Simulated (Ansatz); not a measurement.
ZrC (WC-type structure)

Level of theory: DFT, r²SCAN, scalar-relativistic, no spin polarisation; plane waves to 500 eV with PAW datasets (Ansatz 0.2.0), Γ-centred 12×12×12 mesh, 0.05 eV Gaussian smearing; PAW files: Ansatz's generated set soft_2.

```
Zr C
1.0
     3.27292    0.00000    0.00000
    -1.63646    2.83443    0.00000
     0.00000    0.00000    2.93105
Zr C
1 1
Direct
  0.00000 0.00000 0.00000
  0.66667 0.33333 0.50000
```

This is a trial structure; measured cells of the compound in the Crystallography Open Database are in space group Fm-3m (rock salt).

Problem. Which orbitals carry the states at the Fermi level, and how many states are there?

Solution. Within 0.1 eV of it: C 2p 68 %, Zr 4d 29 % (shares among the projected shells). The density of states at the Fermi level is about 0.19 states/eV per cell, averaged over 0.3 eV.

Density of states (tetrahedra, averaged over 0.5 eV; states/eV per cell of 2 atoms; energy in eV from the Fermi level):

```csv
E (eV),DOS
-5.10,0.01
-4.60,0.13
-4.10,1.18
-3.60,1.87
-3.10,0.92
-2.60,0.76
-2.10,1.04
-1.60,1.58
-1.10,2.74
-0.60,1.47
-0.10,0.34
0.40,0.59
0.90,1.09
1.40,1.55
1.90,0.71
2.40,0.22
2.90,0.27
3.40,0.48
3.90,0.90
4.40,1.08
4.90,1.95
5.40,1.89
5.90,1.37
```
